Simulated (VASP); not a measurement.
Wanted: the native input for a VASP 6.6.1 run.

```
Task                   : relaxation of cell and atoms
Functional             : LDA
Potentials or basis    : VASP PAW LDA potentials, release 64 (Pt, Se)
Cutoff                 : 600 eV
k mesh                 : 8 × 8 × 4
Occupations            : fermi-dirac, width 0.05 eV
Spin                   : no spin polarisation
Ladder                 : gaps
Further INCAR settings : ALGO = Fast; EDIFF = 1e-06; IBRION = 2; EDIFFG = -0.01; NSW = 60; ISIF = 3
```

The structure of PtSe2 (Sudovikovite) lies in POSCAR:

```
PtSe2
1.0
    3.7240000000      0.0000000000      0.0000000000
   -1.8620000000      3.2250786037      0.0000000000
    0.0000000000      0.0000000000      5.0620000000
Pt Se
1 2
Direct
    0.0000000000      0.0000000000      0.0000000000
    0.6666666667      0.3333333333      0.7500000000
    0.3333333333      0.6666666667      0.2500000000
```

One way to write it, as run:

INCAR

```
SYSTEM = PtSe2
PREC = Accurate
ENCUT = 600
EDIFF = 1E-6
ISMEAR = -1
SIGMA = 0.05
LREAL = .False.
LASPH = .True.
NELM = 60
ALGO = Fast
ISIF = 3
LWAVE = .False.
LCHARG = .False.
IBRION = 2
NSW = 60
EDIFFG = -0.01
```

KPOINTS

```
Automatic mesh
0
Gamma
  8 8 4
  0 0 0
```

Potentials or basis: VASP PAW LDA potentials, release 64 (Pt, Se).

Run with:

```bash
$ cat potpaw_LDA.64/Pt/POTCAR potpaw_LDA.64/Se/POTCAR > POTCAR
$ mpirun -np 1 vasp_std > vasp.out
```

It gave:

```yaml
Relaxed_volume: 19.20 Å³/atom
Relaxed_cell: a = 3.746 Å, b = 3.746 Å, c = 4.738 Å, α = 90.00°, β = 90.00°, γ = 120.00°
Space_group_after_relaxing_to_0.05_Å: P-3m1 (No. 164)
Energy_gained_by_relaxing: 12.5 meV/atom
Ionic_steps: 16
Pressure_after_relaxing: 0.0 GPa
Largest_force_after_relaxing: 0.004 eV/Å
Band_gap_on_the_k_mesh: none (metal or under the smearing width)
```

Wall time 3.9 min on 1 thread of Intel(R) Xeon(R) Platinum 8488C (Sapphire Rapids), on a shared host, peak memory 0.19 GiB.
